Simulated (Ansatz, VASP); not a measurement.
**Pd in VASP and in Ansatz**

File INCAR:

```
ALGO     = Normal         # electronic algorithm
EDIFF    = 1E-7           # SCF threshold, eV
ENCUT    = 520            # plane-wave cutoff, eV
GGA      = PE             # functional
ISIF     = 2              # what is computed and relaxed
ISMEAR   = -1             # smearing method
LASPH    = True           # aspherical terms in the spheres
LCHARG   = False          # write CHGCAR
LREAL    = False          # projectors in reciprocal space
LWAVE    = False          # write WAVECAR
NBANDS   = 11             # bands
NELM     = 80             # most SCF steps
PREC     = Accurate       # precision mode
SIGMA    = 0.05           # smearing width, eV
```

Contents of KPOINTS:

```
k-points
0
Gamma
  12 12 12
```

The input POSCAR:

```
Pd
1.0
   -1.6031178681      1.6031178681      1.6031178681
    1.6031178681     -1.6031178681      1.6031178681
    1.6031178681      1.6031178681     -1.6031178681
Pd
1
Direct
    0.0000000000      0.0000000000      0.0000000000
```

File input.yaml:

```yaml
crystal:
  lattice:
    - [-1.6031178681, 1.6031178681, 1.6031178681]
    - [1.6031178681, -1.6031178681, 1.6031178681]
    - [1.6031178681, 1.6031178681, -1.6031178681]
  atoms:
    - { symbol: Pd, position: [0.0, 0.0, 0.0] }
hamiltonian:
  xc: pbe
  pseudopotentials: { kind: paw }
kpoints:
  mp_grid: { grid: [12, 12, 12] }
scf:
  occupations: { method: fermi_dirac, width: 0.05 }
output:
  forces: true
  stress: true
  eigenvalues: true
```

Change from the starting cell: volume scaled by 1.06.

Alike in both runs: task single point; functional PBE; k mesh 12 × 12 × 12; occupations fermi-dirac, width 0.05 eV; no spin polarisation.

|  | VASP | Ansatz |
| --- | --- | --- |
| version | VASP 6.6.1 | Ansatz 0.2.0 |
| potentials or method | VASP PAW PBE potentials, release 64 (Pd) | Ansatz PAW |
| plane-wave cutoff (eV) | 520 | 420 |
| valence electrons in the cell | 10 | 18 |

Ansatz gave:

```
gap on the k mesh at the Fermi level (eV) : none
pressure (GPa)                            : -8.9
```

Problem. Estimate VASP's values.

Solution. gap on the k mesh at the Fermi level (eV): none; pressure (GPa): -9.1.

A gap of «none» marks a metal or a gap that the smearing closes. With one functional, cell and mesh, what is left measures potentials, basis and numerics. The two sets of potentials don't hold the same shells in valence.
